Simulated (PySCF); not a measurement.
Atoms are numbered as in `[CH3:1][CH2:2][O:3][CH2:4][CH3:5]`. Hydrogens are named by the atom that carries them.

GIAO PBE0/pcSseg-1 shifts (PySCF 2.14.0 with density-fitted response routines, gas phase, non-relativistic, equivalent atoms averaged), each against references optimised in the same way as the molecule (TMS, H2O).

On the GFN2-xTB geometry: C2/C4 71.3, C1/C5 18.1, O3 60.7, H(C2)/H(C4) 3.56, H(C1)/H(C5) 1.28 ppm.

Question: What changes on the PBE0-D3(BJ)/def2-SVP geometry?

Answer: 
| atoms | δ (ppm) | change |
| --- | --- | --- |
| C2/C4 | 68.3 | -3.0 |
| C1/C5 | 17.5 | -0.6 |
| O3 | 58.0 | -2.7 |
| H(C2)/H(C4) | 3.24 | -0.32 |
| H(C1)/H(C5) | 1.22 | -0.06 |

Bonds between heavy atoms that differ most (equivalent bonds averaged): C1–C2 1.520 → 1.510 Å, C2–O3 1.408 → 1.398 Å. Mean change of bonds to hydrogen: C–H +0.011 Å.
